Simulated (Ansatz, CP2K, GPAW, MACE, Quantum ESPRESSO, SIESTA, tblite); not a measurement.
**Running generalised stacking fault on (110) of a KCl-RbCl solid solution (80 atoms) with tblite**

Aim: run generalised stacking fault on (110) of a KCl-RbCl solid solution (80 atoms) in tblite and see how near its forces come to a plane-wave reference, and at what cost.

Main program and level: tblite 0.8.0; the method is named at each step.

### 1. Starting point

The cell holds 80 atoms: 13 Rb, 40 Cl and 27 K. Its edges and angles: a = 7.339 Å, b = 10.379 Å, c = 26.265 Å, α = 90.0°, β = 82.6°, γ = 90.0°. CsCl-type KCl lattice (a = 3.6697 Å, the value set for the mixture), cell with z along [110], 2 x 2 x 5 periods; the third cell vector is tilted by 0.917 of [001] and lengthened by 0.1 Å, so the cell holds one fault; displaced by a Gaussian of 0.01 Å; 13 of 40 K sites given to Rb at random (lattice constant by Vegard's rule between KCl and RbCl). Then every atom was moved at random, 0.02 Å r.m.s. a Cartesian component. The structure's axis is c.

The yardstick, on the same geometry:

```
method                                           : Kohn-Sham DFT, PBE, SSSP efficiency 1.3.0 pseudopotentials, plane waves (Quantum ESPRESSO 7.5); sssp-pbe-1.3.0-efficiency, cutoffs 45/360 Ry, Γ point
r.m.s. force component                           : 0.1126 eV/Å
longest force                                    : 0.3886 eV/Å
pressure                                         : 5.378 GPa
gap (highest filled to lowest empty level) : 5.531 eV
time                                             : 7.2 min on 4 MPI ranks of Arm Neoverse V2, shared host
CPU time                                         : 29 min
```

### 2. GFN1-xTB

Method: GFN1-xTB tight binding, diagonalisation.

Input file run.py:

```python
import numpy as np
from ase.io import read
from tblite.ase import TBLite

atoms = read("structure.xyz")
atoms.calc = TBLite(method="GFN1-xTB", electronic_temperature=580, accuracy=1.0, max_iterations=250, mixer_damping=0.1, verbosity=1)
energy = atoms.get_potential_energy()
forces = atoms.get_forces()
print(f"energy {energy:.6f} eV")
print("forces (eV/A)")
for i, (a, f) in enumerate(zip(atoms, forces)):
    print(f"{i:4d} {a.symbol:2s} {f[0]:10.5f} {f[1]:10.5f} {f[2]:10.5f}")
stress = -atoms.get_stress(voigt=False) * 160.21766
print("stress (GPa, compression positive)")
for row in stress:
    print(" ".join(f"{x:10.4f}" for x in row))
print("charges (e)")
print(np.array2string(atoms.get_charges(), precision=4, suppress_small=True, max_line_width=110, threshold=100000))
```

Input file structure.xyz:

```xyz
80
Lattice="7.33940 0.00000 0.00000 0.00000 10.37948 0.00000 3.36387 0.00000 26.04870" Properties=species:S:1:pos:R:3 pbc="T T T"
Rb 7.32250 0.02543 25.91611
Cl 1.84301 10.36910 2.59341
K 3.67618 0.00270 25.96587
Cl 5.52785 10.36381 2.62597
K 7.31918 5.18860 25.90856
Cl 1.85726 5.19991 2.57934
K 3.67137 5.19275 25.90074
Cl 5.54156 5.16109 2.60200
K 7.34536 2.61822 2.55876
Cl 1.85132 2.56913 5.15452
Rb 3.67303 2.60297 2.57596
Cl 5.51974 2.59964 5.14514
K 7.33627 0.03052 5.17093
Cl 1.83114 10.37906 7.76720
Rb 3.66154 0.01837 5.16442
Cl 5.51134 10.35665 7.78544
K 7.34883 7.75866 2.61633
Cl 1.80887 7.77537 5.19125
K 3.67336 7.77672 2.60747
Cl 5.55561 7.80246 5.17510
K 7.36779 5.20707 5.18317
Cl 1.83557 5.17801 7.78101
K 3.65628 5.16244 5.16233
Cl 5.52199 5.19701 7.80706
K 7.31497 2.59767 7.78465
Cl 1.84020 2.59622 10.35566
K 3.64340 2.59383 7.82868
Cl 5.49852 2.60681 10.35957
Rb 7.30121 10.35799 10.33274
Cl 1.85739 0.06944 12.96444
Rb 3.61205 10.37844 10.38952
Cl 5.49713 0.00602 12.95923
K 7.34169 7.77485 7.73464
Cl 1.81436 7.79374 10.36582
Rb 3.66954 7.80319 7.77476
Cl 5.53467 7.79333 10.38379
K 7.32436 5.21486 10.33300
Cl 1.79569 5.20510 12.97824
K 3.65751 5.16275 10.34941
Cl 5.47933 5.16587 12.94073
Rb 7.32346 2.57619 12.94438
Cl 9.12612 2.56114 15.55785
K 3.68955 2.59871 12.95610
Cl 5.51324 2.59975 15.56592
K 7.35111 10.34004 15.55290
Cl 9.18016 10.36370 18.17861
K 3.71848 0.03103 15.57400
Cl 5.51529 10.37035 18.10463
K 7.37310 7.80392 12.97017
Cl 9.18468 7.78274 15.57764
K 3.68727 7.76530 12.98163
Cl 5.51430 7.77413 15.57009
K 7.32382 5.16317 15.58884
Cl 9.17831 5.20168 18.17053
Rb 3.65561 5.18683 15.55316
Cl 5.51036 5.19036 18.15568
[... 20 atom lines left out ...]
K 7.34904 7.77361 23.32765
Cl 9.17374 7.80900 25.96456
Rb 3.70907 7.77984 23.33338
Cl 5.51391 7.81077 25.93930
```

The run is started by

```sh
> OMP_NUM_THREADS=1 python run.py > output.txt
```

The program printed:

```text
------------------------------------------------------------
  cycle        total energy    energy error   density error
------------------------------------------------------------
      1     -190.0548956025  -1.9001752E+02   6.0178928E-01
      2     -190.0587079724  -3.8123699E-03   5.4198421E-01
      3     -180.0536593317   1.0005049E+01   1.5773156E-01
      4     -188.6940530676  -8.6403937E+00   9.5523571E-02
      5     -188.7899002432  -9.5847176E-02   1.1746015E-01
      6     -190.1028655124  -1.3129653E+00   1.7222433E-02
      7     -190.2297173565  -1.2685184E-01   9.6574873E-03
      8     -190.2084031321   2.1314224E-02   9.5351194E-03
      9     -190.2445191155  -3.6115983E-02   3.1968039E-03
     10     -190.2458704361  -1.3513206E-03   2.0552942E-03
     11     -190.2459123861  -4.1949937E-05   3.2832860E-04
     12     -190.2459089212   3.4649105E-06   2.3093663E-04
     13     -190.2459177878  -8.8666287E-06   5.7550423E-05
     14     -190.2459186995  -9.1165649E-07   1.7812486E-05
------------------------------------------------------------
 total:                                   3.188 sec
energy -5176.855133 eV
forces (eV/A)
   0 Rb    0.14579   -0.45756    0.03336
   1 Cl   -0.17753   -0.04927   -0.14394
   2 K    -0.13750    0.12504    0.28992
   3 Cl    0.23827   -0.02346   -0.14855
   4 K     0.05448    0.16290    0.02003
   5 Cl   -0.04635    0.06650   -0.08500
   6 K    -0.06461   -0.15795    0.33666
   7 Cl    0.08101    0.11764   -0.10499
   8 K     0.03247   -0.05271   -0.07004
   9 Cl   -0.20296    0.11349    0.11222
  10 Rb    0.02003    0.71818   -0.43358
  11 Cl    0.15880    0.06379    0.14702
  12 K    -0.00979   -0.02607    0.04753
  13 Cl   -0.15211    0.07681   -0.05557
  14 Rb    0.04073   -0.06459    0.16440
  15 Cl    0.10456    0.11695   -0.08292
  16 K     0.02393    0.11245   -0.17721
  17 Cl   -0.06308   -0.04233   -0.08256
  18 K     0.05461   -0.20583   -0.23796
  19 Cl    0.04208   -0.09091   -0.05683
  20 K    -0.07775   -0.10289    0.01839
  21 Cl   -0.06408   -0.05904   -0.01952
  22 K     0.09658    0.08348    0.15372
  23 Cl    0.03516   -0.07007   -0.06404
[...]
72 K     0.10589    0.16198   -0.17296
  73 Cl    0.04785    0.01627   -0.01105
  74 K    -0.07061   -0.14443    0.10195
  75 Cl   -0.17425    0.05742   -0.04396
  76 K     0.12330    0.01930    0.02337
  77 Cl   -0.02904   -0.09201    0.09212
  78 Rb   -0.14434    0.63272    0.54375
  79 Cl   -0.04753   -0.09278    0.12999
stress (GPa, compression positive)
    2.0743    -0.0130     0.0698
   -0.0130     0.9679     0.1445
    0.0698     0.1445     0.2123
charges (e)
[ 0.7674 -0.6713  0.6437 -0.6685  0.648  -0.6923  0.6464 -0.6925  0.6412 -0.6822  0.7801 -0.6823  0.6387
 -0.6635  0.7716 -0.663   0.6378 -0.683   0.6535 -0.6829  0.6429 -0.6972  0.6585 -0.6968  0.6373 -0.6789
  0.6454 -0.6783  0.7618 -0.6815  0.7625 -0.6808  0.6398 -0.6772  0.7679 -0.6781  0.6511 -0.692   0.6508
 -0.6919  0.7576 -0.6826  0.6457 -0.6828  0.651  -0.6951  0.6352 -0.6947  0.6387 -0.6945  0.6458 -0.6946
  0.6504 -0.6596  0.7513 -0.6602  0.7473 -0.6845  0.6438 -0.6838  0.6476 -0.6888  0.64   -0.6883  0.7474
 -0.6718  0.6472 -0.67    0.7582 -0.6802  0.7521 -0.6799  0.6433 -0.6863  0.6384 -0.6826  0.6423 -0.6854
  0.7548 -0.6846]
```

It took 3.7 s on 1 thread of Arm Neoverse V2, shared host; peak memory 0.14 GiB.

Banners, paths, timers and routine set-up lines are dropped from the logs unmarked, and long logs keep their key lines alone; longer cuts are marked.

Compared with the plane-wave run:

* r.m.s. force component: 0.1996 eV/Å
* r.m.s. difference of force components: 177.5 meV/Å
* longest difference of force vectors: 1060 meV/Å
* force difference over r.m.s. force: 157.6 %
* slope of forces against the reference's: 0.8284
* correlation of force components: 0.4673
* pressure: 1.085 GPa
* pressure difference: -4.293 GPa

Length of the force difference by element (eV/Å):

| element | atoms | mean | most |
| --- | --- | --- | --- |
| Cl | 40 | 0.10 | 0.17 |
| K | 27 | 0.18 | 0.31 |
| Rb | 13 | 0.63 | 1.1 |

A closer look about Rb69, which bears the longest force: 9 atoms, nearest first, numbered in the order of the input, with positions taken from that point.

```
atom      x      y      z  distance (Å)  bonds  Mulliken charge (e)      Fx      Fy  Fz (eV/Å)
Rb69   0.00   0.00   0.00          0.00      8                 0.76   0.353  -0.318      1.055
Cl56  -1.82  -0.01  -2.59          3.16      8                -0.66  -0.087  -0.023     -0.066
Cl68  -1.83   2.57  -0.02          3.16      8                -0.67  -0.032   0.165      0.036
Cl60  -1.82  -2.59   0.01          3.17      8                -0.68  -0.109  -0.139      0.049
Cl66   1.80   2.61  -0.03          3.17      8                -0.67   0.112   0.076      0.088
Cl54   1.85   0.01  -2.57          3.17      8                -0.66   0.095  -0.053     -0.068
Cl72  -1.79   0.02   2.62          3.17      8                -0.68   0.049  -0.097      0.094
Cl58   1.83  -2.61   0.05          3.19      8                -0.68   0.119  -0.091      0.016
Cl70   1.88   0.02   2.59          3.20      8                -0.68  -0.097  -0.079      0.123
```

Atoms are counted from 1 here, from 0 in the log.

Forces lie 158 % from the reference's, at 0.0021 times its CPU time (on 1 against 4 cores).

The difference per atom is largest on Rb (0.63 eV/Å on average, against 0.18 on K).

### 3. IPEA1-xTB

Method: IPEA1-xTB tight binding, diagonalisation.

Changes to run.py since step 2:

```diff
@@ -5,3 +5,3 @@
 atoms = read("structure.xyz")
-atoms.calc = TBLite(method="GFN1-xTB", electronic_temperature=580, accuracy=1.0, max_iterations=250, mixer_damping=0.1, verbosity=1)
+atoms.calc = TBLite(method="IPEA1-xTB", electronic_temperature=580, accuracy=1.0, max_iterations=250, mixer_damping=0.1, verbosity=1)
 energy = atoms.get_potential_energy()
```

structure.xyz is that of step 2.

The program printed:

```text
------------------------------------------------------------
  cycle        total energy    energy error   density error
------------------------------------------------------------
      1     -195.8308801185  -1.9579350E+02   6.1064672E-01
      2     -196.0929317485  -2.6205163E-01   5.4860516E-01
      3     -195.7404182298   3.5251352E-01   1.5060481E-01
      4     -196.0360924880  -2.9567426E-01   1.2669515E-01
      5     -196.5682248924  -5.3213240E-01   1.2162551E-02
      6     -196.5705796177  -2.3547253E-03   6.9348075E-03
      7     -196.5706135930  -3.3975303E-05   4.9874555E-03
      8     -196.5707638287  -1.5023569E-04   4.3284037E-03
      9     -196.5711521898  -3.8836118E-04   2.0215150E-03
     10     -196.5712160382  -6.3848371E-05   1.1238812E-03
     11     -196.5712250085  -8.9703280E-06   4.9251966E-04
     12     -196.5712268062  -1.7976987E-06   3.7950150E-04
     13     -196.5712285323  -1.7260712E-06   9.9961961E-05
     14     -196.5712288193  -2.8702928E-07   1.8742581E-05
------------------------------------------------------------
 total:                                   3.075 sec
energy -5348.975589 eV
forces (eV/A)
   0 Rb   -0.16404   -0.52278    0.20188
   1 Cl   -0.76174   -0.10473   -0.18568
   2 K     0.04808    0.11447    0.34911
   3 Cl    0.67351   -0.03437   -0.25164
   4 K    -0.14626   -0.04342    0.18039
   5 Cl   -0.38670    0.28806   -0.15971
   6 K     0.11863   -0.18743    0.42047
   7 Cl    0.44233    0.22335   -0.18294
   8 K     0.25840   -0.02539   -0.12974
   9 Cl   -0.47630    0.15192    0.17982
  10 Rb   -0.23946    0.95205   -0.49009
  11 Cl    0.43084    0.02250    0.27543
  12 K     0.13766   -0.05610    0.04786
  13 Cl   -0.59703    0.09731   -0.11133
  14 Rb   -0.25579   -0.14420    0.02865
  15 Cl    0.45729    0.08914   -0.14418
  16 K     0.22621    0.09327   -0.29985
  17 Cl   -0.61370    0.01953   -0.14194
  18 K    -0.03664   -0.23885   -0.29469
  19 Cl    0.51846   -0.16620   -0.09945
  20 K     0.15208   -0.19172    0.00694
  21 Cl   -0.45864   -0.04983   -0.02070
  22 K    -0.00354    0.04192    0.11149
  23 Cl    0.41141   -0.03474   -0.10158
[...]
72 K    -0.06866    0.22373   -0.09271
  73 Cl    0.50868    0.08298   -0.06988
  74 K     0.09984   -0.02462    0.11462
  75 Cl   -0.50268   -0.07676   -0.03217
  76 K    -0.05005    0.13089    0.09859
  77 Cl    0.02978   -0.30855    0.19461
  78 Rb    0.54260    0.62255    0.60015
  79 Cl   -0.03750   -0.20180    0.23950
stress (GPa, compression positive)
    4.5442    -0.0359    -0.5909
   -0.0359     1.1152     0.3270
   -0.5909     0.3270     0.8555
charges (e)
[ 0.7428 -0.4552  0.297  -0.4565  0.4354 -0.4591  0.3551 -0.4627  0.2807 -0.4543  0.769  -0.4542  0.2671
 -0.4547  0.7637 -0.4537  0.3326 -0.4559  0.4728 -0.4563  0.3146 -0.4586  0.4543 -0.4586  0.3246 -0.4579
  0.4218 -0.4576  0.6233 -0.4579  0.6719 -0.4565  0.2627 -0.4559  0.7264 -0.4603  0.3343 -0.4561  0.3976
 -0.4578  0.6632 -0.4535  0.3324 -0.4526  0.3998 -0.4597  0.3326 -0.4568  0.3462 -0.4514  0.393  -0.4529
  0.3411 -0.4539  0.6375 -0.456   0.6672 -0.4607  0.2856 -0.4564  0.4028 -0.4621  0.2988 -0.4574  0.6552
 -0.4638  0.2976 -0.4564  0.6542 -0.4621  0.5963 -0.4585  0.4348 -0.4558  0.3007 -0.4548  0.359  -0.458
  0.6349 -0.4582]
```

Elapsed: 3.5 s, on 1 thread; peak memory 0.14 GiB.

Numbers from this run, and their distance from the reference:

- r.m.s. force component: 0.2704 eV/Å
- r.m.s. difference of force components: 245.7 meV/Å
- longest difference of force vectors: 1133 meV/Å
- force difference over r.m.s. force: 218.2 %
- slope of forces against the reference's: 1.004
- correlation of force components: 0.4182
- pressure: 2.172 GPa
- pressure difference: -3.206 GPa

Against the first run (158 %), the force difference from the reference is 218 %, at 0.97 times the CPU time.

### 4. The ladder

Differences are against the plane-wave reference, forces as r.m.s. over components; share is that over the reference's r.m.s. force, slope the least-squares factor from reference forces to these. Total energies of different programs have different zeros and aren't compared.

```csv
run,"Δ force, r.m.s. (meV/Å)",share (%),slope,Δ pressure (GPa),cores,CPU time,memory (GiB)
reference,-,-,-,-,4,29 min,5.0
tblite GFN1-xTB,178,158,0.828,-4.29,1,3.7 s,0.14
tblite IPEA1-xTB,246,218,1.004,-3.21,1,3.5 s,0.14
```

CPU time is summed over cores on a shared host, where runs went side by side, so it is rough. Symmetry, cutoffs, thresholds, outputs and thread counts weren't matched or tuned between programs; memory under MPI is the largest rank's times the ranks.

### 5. Results

```json
{
 "nearest in forces": "tblite GFN1-xTB, 158 %",
 "its CPU time": "3.7 s"
}
```

In words: Tight binding differs by 158 % (tblite GFN1-xTB) to 218 % (tblite IPEA1-xTB); it is another model, with fitted parameters of its own, and the xTB methods hold dispersion. IPEA1-xTB was fitted to ionisation energies and electron affinities, not to forces or charges. Of the electronic-structure runs that take under half the reference's CPU time, tblite GFN1-xTB comes nearest, at 158 % in 3.7 s against 29 min, too far off to be of use; its pressure misses by -4.3 GPa. Periodic xTB results under one method name differ between programs and library versions. The reference's pressure holds the uncorrected Pulay stress of its 45 Ry basis, so small pressure differences, and their order, may be the reference's own error. The host structure and its lattice constant were typed by rule, without a check against the phase diagram. The reference's pressure of 5.4 GPa says that the cell would expand at this level of theory. The electronic-structure runs sample only Γ, in a cell whose shortest periodic width is 7 Å.

[Also dropped from logs without a mark: logging warnings of Python, and SIESTA's first energy breakdown and zero terms.]

[Logs are printed without paths, hosts, clocks, repeated set-up lines and the standing remarks that a program may print on its own settings, such as how far it seeks lower states.]

[Hosts, paths, dates, database ids (printed as entryN), source tags and the programs' standing remarks are cut or masked in the printed files.]
